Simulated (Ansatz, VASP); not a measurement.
## Ag: VASP beside Ansatz

```
CELL_PARAMETERS angstrom
0.00000 2.04275 2.04275
2.04275 0.00000 2.04275
2.04275 2.04275 0.00000
ATOMIC_POSITIONS crystal
Ag 0.00000 0.00000 0.00000
```

Alike in both runs: task single point; functional r2SCAN; k mesh 8 × 8 × 8; occupations gaussian, width 0.1 eV; no spin polarisation.

|  | VASP | Ansatz |
| --- | --- | --- |
| version | VASP 6.6.1 | Ansatz 0.2.0 |
| potentials or method | VASP PAW PBE potentials, release 64 (Ag) | scalar-relativistic, plane waves, PAW |
| plane-wave cutoff (eV) | 520 | 500 |
| valence electrons in the cell | 11 | 19 |

|  | VASP | Ansatz | Ansatz less VASP |
| --- | --- | --- | --- |
| gap on the k mesh at the Fermi level (eV) | none | none | - |
| pressure (GPa) | 2.2 | 2.1 | -0.16 |

A gap of «none» marks a metal or a gap that the smearing closes. The two sets of potentials don't hold the same shells in valence.

Caveats: the PAW data sets were made with another functional, which shifts forces and pressure a little (VASP).
